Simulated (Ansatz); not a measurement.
## ZnTe (zinc blende): scan of one atom of the cell

Starting cell, ZnTe (zinc blende):

```yaml
crystal:
  lattice:
    - [0.00000, 3.05670, 3.05670]
    - [3.05670, 0.00000, 3.05670]
    - [3.05670, 3.05670, 0.00000]
  atoms:
    - { symbol: Te, position: [0.75000, 0.75000, 0.75000] }
    - { symbol: Zn, position: [0.00000, 0.00000, 0.00000] }
```

Scan: atom 2 (Zn, nearest neighbour Te at 2.647 Å; its periodic images, 4.3 Å or more away, move with it) is displaced towards the nearest neighbour, direction (-0.577, -0.577, -0.577) in Cartesian axes, by s. The other atoms stay.

Computed with r2SCAN (plane waves to 500 eV, PAW, scalar-relativistic; Ansatz, an electronic-structure program). k mesh 8×8×8 (Γ-centred), Fermi-Dirac smearing 0.05 eV. The energy includes the smearing's −TS. Compression counts positive. F∥ is the force on the atom along that direction. Spin-orbit coupling is left out, though Te is heavy. ZnTe was relaxed with its symmetry unable to fall. ΔE is measured from the undisplaced structure.

```csv
s (Å),ΔE (meV/cell),F∥ (eV/Å),P (GPa)
-0.530,339,0.784,2.6
-0.424,253,0.838,2.0
-0.318,164,0.812,1.3
-0.212,84,0.683,0.7
-0.106,24,0.425,0.2
0.000,0,0.000,0.0
0.106,32,-0.641,0.3
0.212,146,-1.573,1.1
0.318,379,-2.909,2.9
0.424,783,-4.819,5.8
0.530,1430,-7.558,10.2
```

What the scan shows:

| Quantity | Result |
|---|---|
| Energy at s = 0.530 Å | 1430 meV/cell |
| Force along the line at s = -0.530 Å | 0.784 eV/Å |
| Symmetry of the curve | not even: the positive side lies higher at ±0.530 Å |
| Shape of the curve | a single well with its minimum at or next to zero displacement |
| Force constant k = d²E/ds² at s = 0 (finite differences) | 4.93 eV/Å² |
| Harmonic estimate at the end of the scan | ½ks² = 692 meV/cell against the computed 1430 meV/cell, so the well is stiffer than harmonic there |
| Zone-centre optical wavenumber from k (transverse: no LO-TO term) | 176 cm⁻¹ |

(A displaced cell: forces are minus the slopes of the energy, force constants its curvatures, and phonons follow from these.)
